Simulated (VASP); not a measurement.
Crystal: MgB2.

```
CELL_PARAMETERS angstrom
0.00000 2.99364 2.99364
2.99364 0.00000 2.99364
2.99364 2.99364 0.00000
ATOMIC_POSITIONS crystal
Mg 0.00000 0.00000 0.00000
Mg 0.25000 0.25000 0.25000
B 0.62500 0.12500 0.62500
B 0.62500 0.62500 0.12500
B 0.12500 0.62500 0.62500
B 0.62500 0.62500 0.62500
```

The cell was built by a generator and needn't be a form met in nature.

| Property | Result |
| --- | --- |
| Program | VASP 6.6.1 |
| Task | relaxation of cell and atoms |
| Functional | PBEsol |
| Dispersion | D4 |
| Potentials or basis | VASP PAW PBE potentials, release 64 (Mg, B) |
| Cutoff | 600 eV |
| k mesh | 6 × 6 × 6 |
| Occupations | fermi-dirac, width 0.05 eV |
| Spin | no spin polarisation |

At the start: pressure -5.5 GPa; volume 8.94 Å³/atom.

Q: Where does the relaxation end?

A: Over 3 steps the energy falls by 5.7 meV/atom and the volume is 8.62 Å³/atom (-3.6 %); space group Fd-3m (No. 227, to 0.05 Å).

The path:
| step | energy change (eV) | largest force (eV/Å) | pressure (GPa) | volume (Å³) |
| --- | --- | --- | --- | --- |
| 1 | 0.0000 | 0.0000 | -5.51 | 53.66 |
| 2 | -0.0328 | 0.0000 | 1.31 | 51.30 |
| 3 | -0.0344 | 0.0000 | 0.01 | 51.71 |

Final structure:
```
Mg B
1.0
     0.00000    2.95706    2.95706
     2.95706    0.00000    2.95706
     2.95706    2.95706    0.00000
Mg B
2 4
Direct
  0.00000 0.00000 0.00000
  0.25000 0.25000 0.25000
  0.62500 0.12500 0.62500
  0.62500 0.62500 0.12500
  0.12500 0.62500 0.62500
  0.62500 0.62500 0.62500
```

Caveat: the PAW data sets were made with another functional, which shifts forces and pressure a little; pairwise dispersion overbinds metals, which lowers pressure and volume.
